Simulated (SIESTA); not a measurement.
**FeO (Wuestite): single point with PBE**

The system is FeO (Wuestite).

```
Fe O
1.0
     0.00000    2.15540    2.15540
     2.15540    0.00000    2.15540
     2.15540    2.15540    0.00000
Fe O
1 1
Cartesian
  0.0000 0.0000 0.0000
  2.1554 2.1554 2.1554
```

```json
{
 "Program": "SIESTA 5.4.2",
 "Task": "single point",
 "Functional": "PBE",
 "Potentials or basis": "PseudoDojo 0.4 standard (PBE files)",
 "Basis": "DZP (energy shift 0.003 Ry; two zetas on semicore shells)",
 "Grid cutoff": "800 Ry",
 "Energy shift": "0.003 Ry",
 "k mesh": "11 × 11 × 11",
 "Occupations": "fermi-dirac, width 0.05 eV",
 "Spin": "collinear spin, ferromagnetic start",
 "Starting moments": "[3.0, 0.0] μB"
}
```

The pressure is 0.3 GPa, the band gap on the k mesh is none (metal or under the smearing width) and the net moment is 4.00 μB per cell. The site moments are Fe +3.69; O +0.31 μB.

Levels at points of the mesh, in eV from the Fermi level:
Spin up:
```
           k point  band 9  band 10  band 11  band 12  band 13  band 14  band 15  band 16  band 17  band 18
(0.00, 0.00, 0.00)   -3.95    -3.95    -3.95    -3.94    -3.94    -0.04    18.08    18.08    18.08    21.65
```
Spin down:
```
           k point  band 5  band 6  band 7  band 8  band 9  band 10  band 11  band 12  band 13  band 14
(0.00, 0.00, 0.00)  -20.31   -3.37   -3.37   -3.37   -0.75    -0.75    -0.75     0.21     0.21     0.70
```

Run time: 87 s on 1 thread of Arm Neoverse V2, on a shared host, peak memory 0.25 GiB.

The gap isn't set beside the measured one, since this odd mesh misses points on the zone boundary.

Caveat: short orbitals over semicore shells can move pressures by several GPa; the basis of atomic orbitals isn't converged, which shifts pressures, moduli and gaps; a cell with one magnetic atom can't hold antiferromagnetic order, which such compounds often take; semilocal functionals often make such compounds metallic where correlation or magnetic order opens a gap, which also shifts bond lengths.
